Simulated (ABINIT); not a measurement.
Input of an ABINIT 10.8.3 (patched build) run:

The input run.abi:

```
pp_dirpath "./"
pseudos "Ti.upf, O.upf"

acell 3*1.0 Angstrom
rprim
     4.6384548400     0.0000000000     0.0000000000
     0.0000000000     4.6384548400     0.0000000000
     0.0000000000     0.0000000000     2.9630278200
ntypat 2
znucl 22 8
natom 6
typat 1 1 2 2 2 2
xred
     0.0000000000     0.0000000000     0.5000000000
     0.5000000000     0.5000000000     0.0000000000
     0.3051574500     0.3051574500     0.5000000000
     0.1948425500     0.8051574500     0.0000000000
     0.8051574500     0.1948425500     0.0000000000
     0.6948425500     0.6948425500     0.5000000000
chkprim 0
chksymtnons 0
tolsym 1.0e-6

ecut 1142.878222 eV

kptopt 1
ngkpt 4 4 7
nshiftk 1
shiftk 0.0 0.0 0.0

ixc 11

nband 29
occopt 3
tsmear 0.00183747

nstep 100
tolvrs 1.0e-10

iomode 3
prtwf 0
prtden 0
prteig 0
prtebands 0
```

Potentials or basis: PseudoDojo NC SR PBE v0.4.1 standard.

The run is started by

```bash
$ mpirun --bind-to none -np 4 abinit run.abi > log 2>&1
```

Problem. What does it give for the pressure?

Solution. 0.0 GPa.

Problem. What does it give for the band gap on the k mesh?

Solution. 1.88 eV, direct.

Caveat: an odd mesh through Γ misses points on the zone boundary, where band edges often lie.
